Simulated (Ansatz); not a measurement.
Eigenvalues along a path: B (fcc type)

```
B
1.0
     0.00000    1.09817    1.09817
     1.09817    0.00000    1.09817
     1.09817    1.09817    0.00000
B
1
Direct
  0.00000 0.00000 0.00000
```

The cell comes from a relaxation on PAW files under the same functional, begun from a prototype that needn't be the stable phase.

Level of theory: DFT with PBE, scalar-relativistic, in Ansatz 0.2.0; a Γ-centred 24×24×24 k mesh, Fermi–Dirac smearing of 0.05 eV, no spin polarisation. LAPW: all electrons, basis error target 1 meV/atom.

This run: volume at 0.45 of the series' base cell.

Path points, in fractions of the reciprocal vectors: Γ (0.000, 0.000, 0.000), X (0.500, 0.000, 0.500), U (0.625, 0.250, 0.625), K (0.375, 0.375, 0.750), L (0.500, 0.500, 0.500), W (0.500, 0.250, 0.750). The distance column jumps between branches of the path. Levels in eV from the Fermi level; bands 2 to 4, counted from the lowest band of the run. The gap is zero, the pressure 881.7 GPa.

```
# k(1/Å) point b2 b3 b4
0.000 Γ -30.37 31.96 31.96
0.358 - -30.06 30.08 30.08
0.715 - -29.15 26.14 26.14
1.073 - -27.60 21.99 21.99
1.430 - -25.39 18.30 18.30
1.788 - -22.53 15.31 15.31
2.146 - -19.13 10.30 13.14
2.503 - -15.66 4.06 11.82
2.861 X -13.84 1.30 11.38
2.987 - -13.78 1.21 10.93
3.114 - -13.61 0.89 9.88
3.240 - -13.31 0.27 8.76
3.366 - -12.90 -0.74 7.90
3.493 - -12.37 -2.12 7.44
3.619 - -11.72 -3.78 7.34
3.746 - -10.95 -5.59 7.50
3.872 U -10.07 -7.44 7.84
5.624 K -10.07 -7.44 7.84
6.003 - -12.84 -6.73 9.57
6.383 - -17.61 -2.36 11.97
6.762 - -21.61 3.00 14.81
7.141 - -24.82 9.27 18.06
7.520 - -27.27 16.27 21.77
7.900 - -29.00 23.52 25.90
8.279 - -30.03 29.59 29.94
8.658 Γ -30.37 31.96 31.96
8.968 - -30.14 29.91 31.50
9.278 - -29.46 24.65 30.39
9.587 - -28.32 18.11 29.08
9.897 - -26.74 11.51 27.88
10.207 - -24.75 5.37 26.95
10.516 - -22.47 0.04 26.32
10.826 - -20.30 -3.99 25.96
11.136 L -19.28 -5.64 25.85
11.389 - -19.04 -5.65 25.07
11.641 - -18.34 -5.70 22.56
11.894 - -17.17 -5.79 18.52
12.147 - -15.54 -5.91 13.80
12.400 - -13.46 -6.06 9.00
12.653 - -10.98 -6.20 4.46
12.906 - -8.22 -6.30 0.44
13.159 W -6.34 -6.34 -1.87
13.337 - -8.08 -4.37 -1.78
13.516 - -9.61 -2.18 -1.52
13.695 - -10.90 -1.10 0.20
13.874 - -11.96 -0.55 2.75
14.053 - -12.78 0.07 5.42
14.231 - -13.37 0.67 8.08
14.410 - -13.72 1.13 10.36
14.589 X -13.84 1.30 11.38
```
